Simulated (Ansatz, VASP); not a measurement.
**Ir: VASP beside Ansatz**

```
Ir
1.0
     0.00000    1.91560    1.91560
     1.91560    0.00000    1.91560
     1.91560    1.91560    0.00000
Ir
1
Direct
  0.00000 0.00000 0.00000
```

Alike in both runs: task relaxation of cell and atoms; functional revPBE; k mesh 12 × 12 × 12; occupations fermi-dirac, width 0.05 eV; no spin polarisation.

```csv
,VASP,Ansatz
version,VASP 6.6.1,Ansatz 0.2.0
potentials or method,"VASP PAW PBE potentials, release 64 (Ir), cutoff 600 eV","all-electron LAPW, scalar-relativistic"
```

|  | VASP | Ansatz | Ansatz less VASP |
| --- | --- | --- | --- |
| relaxed volume (Å³/atom) | 14.63 | 14.60 | -0.027 |
| relaxed cell length with the largest relative difference (Å) | 2.745 | 2.744 | -0.0017 |
| energy change over the relaxation (meV/atom) | -25 | -23 | +2.1 |

Ansatz ran all-electron here, so the differences hold the error of VASP's frozen core and of both bases.

Caveats: the PAW data sets were made with another functional, which shifts forces and pressure a little (VASP). Spin-orbit coupling is left out, which matters for the levels of Ir. revPBE gives volumes clearly too large for solids.
